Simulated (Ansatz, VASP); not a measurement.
**Al: VASP beside Ansatz**

File INCAR:

```
SYSTEM = Al
PREC     = Accurate       ! precision mode
ENCUT    = 520            ! plane-wave cutoff, eV
EDIFF    = 1E-6           ! SCF threshold, eV
ISMEAR   = 0              ! smearing method
SIGMA    = 0.15           ! smearing width, eV
LREAL    = .False.        ! projectors in reciprocal space
LASPH    = .True.         ! aspherical terms in the spheres
NELM     = 100            ! most SCF steps
ALGO     = Fast           ! electronic algorithm
ISIF     = 2              ! what is computed and relaxed
LWAVE    = .False.        ! write WAVECAR
LCHARG   = .False.        ! write CHGCAR
GGA      = PE             ! functional
IVDW     = 12             ! dispersion correction
NBANDS   = 10             ! bands
```

The input KPOINTS:

```
regular mesh
0
Gamma
  24 24 24
  0 0 0
```

POSCAR

```
Al
1.0
    0.0000000000     -1.9913628294     -1.9913628294
   -1.9913628294      0.0000000000     -1.9913628294
    1.9913628294      1.9913628294     -3.9827256588
Al
2
Direct
    0.4967383189      0.4967383189      0.5097850433
    0.0032616811      0.0032616811     -0.0097850433
```

Input for Ansatz:

```yaml
crystal:
  lattice:
    - [0.0, -1.9913628294, -1.9913628294]
    - [-1.9913628294, 0.0, -1.9913628294]
    - [1.9913628294, 1.9913628294, -3.9827256588]
  atoms:
    - { symbol: Al, position: [0.4967383189, 0.4967383189, 0.5097850433] }
    - { symbol: Al, position: [0.0032616811, 0.0032616811, -0.0097850433] }
basis:
  ecutwfc: 420
kpoints:
  mp_grid: { grid: [24, 24, 24] }
hamiltonian:
  xc: pbe
  dispersion: d3bj
scf:
  occupations: { method: gaussian, width: 0.15 }
output:
  forces: true
  stress: true
  eigenvalues: true
```

Change from the starting cell: mode 6 (347.1 1/cm) frozen in, largest displacement +0.045 Å.

Alike in both runs: task single point; functional PBE; dispersion D3(BJ); k mesh 24 × 24 × 24; occupations gaussian, width 0.15 eV; no spin polarisation.

```csv
,VASP,Ansatz
version,VASP 6.6.1,Ansatz 0.2.0
potentials or method,"VASP PAW PBE potentials, release 64 (Al)","scalar-relativistic, plane waves, PAW"
plane-wave cutoff (eV),520,420
valence electrons in the cell,6,6
```

Ansatz gave:

| Property | Result |
| --- | --- |
| gap on the k mesh at the Fermi level (eV) | none |
| pressure (GPa) | 0.3 |
| largest component of the traceless stress (GPa) | 0.18 |
| rms of the force components (eV/Å) | 0.311 |

**Question.** What did VASP give for the same quantities?

**Answer.** gap on the k mesh at the Fermi level (eV): none; pressure (GPa): 0.3; largest component of the traceless stress (GPa): 0.18; rms of the force components (eV/Å): 0.312.

Atom by atom the forces differ by 0.000 eV/Å (rms over components). A gap of «none» marks a metal or a gap that the smearing closes.

Caveats: pairwise dispersion overbinds metals, which lowers pressure and volume.
